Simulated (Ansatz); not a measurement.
Step by step: Zr, relaxation of cell and atoms

Level of theory: Ansatz 0.2.0, DFT, PBE, all-electron LAPW, scalar-relativistic.

Command: `ansatz run input.yaml --threads 1 --pin off --max-ram 2048MiB --backend cpu --events-out ev --progress --plain --runs-dir out` The run took 10 s on 1 thread of Intel(R) Xeon(R) 6975P-C (Granite Rapids) (shared host), peak memory 0.3 GiB.

```yaml
crystal:
  lattice:
    - [-1.7727566677, 1.7727566677, 1.7727566677]
    - [1.7727566677, -1.7727566677, 1.7727566677]
    - [1.7727566677, 1.7727566677, -1.7727566677]
  atoms:
    - { symbol: Zr, position: [0.0, 0.0, 0.0] }
kpoints:
  mp_grid: { grid: [13, 13, 13] }
scf:
  occupations: { method: fermi_dirac, width: 0.05 }
hamiltonian:
  xc: pbe
  pseudopotentials: { kind: all_electron, lapw: { basis_error: 0.001 } }
output:
  forces: true
  stress: true
relax:
  f_tol: 0.005
  max_steps: 80
  cell: {}
```

Structure from Materials Project entry mp-41 (possibly hypothetical). The listed cell was then made from it by scaling, straining or moving an atom.

Each frame lists the cell vectors (Å), then Cartesian positions (Å); symmetry keeps all forces zero. Free energies count from the first step, -97927.0315 eV.

The walk took 5 evaluations in all; steps that aren't listed are left out.

Step 1: E = 0.0 meV, P = 2.16 GPa

```
cell -1.7728 1.7728 1.7728 1.7728 -1.7728 1.7728 1.7728 1.7728 -1.7728
Zr    0.0000    0.0000    0.0000
```

Step 2: E = -0.9 meV, P = -1.74 GPa

```
cell -1.7989 1.7989 1.7989 1.7989 -1.7989 1.7989 1.7989 1.7989 -1.7989
Zr    0.0000    0.0000    0.0000
```

Problem. How does the relaxation end?

Solution. It converges, with a = 3.573 Å, b = 3.573 Å, c = 3.573 Å, α = 90.00°, β = 90.00°, γ = 90.00° (conventional cell, space group Im-3m). The last solve (on a basis chosen afresh for the final cell, so its energy is not quite comparable) gives E = -3.5 meV, P = 0.00 GPa:
```
cell -1.7867 1.7867 1.7867 1.7867 -1.7867 1.7867 1.7867 1.7867 -1.7867
Zr    0.0000    0.0000    0.0000
```
